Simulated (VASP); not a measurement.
The system is MgSe.

```
Mg Se
1.0
     0.00000    2.83261    2.83261
     2.83261    0.00000    2.83261
     2.83261    2.83261    0.00000
Mg Se
1 1
Direct
  0.00000 0.00000 0.00000
  0.50000 0.50000 0.50000
```

The cell was built by a generator and needn't be a form met in nature.

```yaml
Program: VASP 6.6.1
Task: relaxation of cell and atoms
Functional: PBE
Potentials_or_basis: VASP PAW PBE potentials, release 64 (Mg, Se)
Cutoff: 520 eV
k_mesh: 5 × 5 × 5
Occupations: gaussian, width 0.15 eV
Spin: no spin polarisation
```

At the start: pressure -4.5 GPa; volume 22.73 Å³/atom.

Where does the relaxation end?

Over 3 steps the energy falls by 26.8 meV/atom and the volume is 20.93 Å³/atom (-7.9 %); space group Fm-3m (No. 225, to 0.05 Å).

The path:
```
step  energy change (eV)  largest force (eV/Å)  pressure (GPa)  volume (Å³)
   1              0.0000                0.0000           -4.49        45.46
   2             -0.0531                0.0000            0.75        41.40
   3             -0.0537                0.0000           -0.08        41.86
```

Final structure:
```
Mg Se
1.0
     0.00000    2.75578    2.75578
     2.75578    0.00000    2.75578
     2.75578    2.75578    0.00000
Mg Se
1 1
Direct
  0.00000 0.00000 0.00000
  0.50000 0.50000 0.50000
```
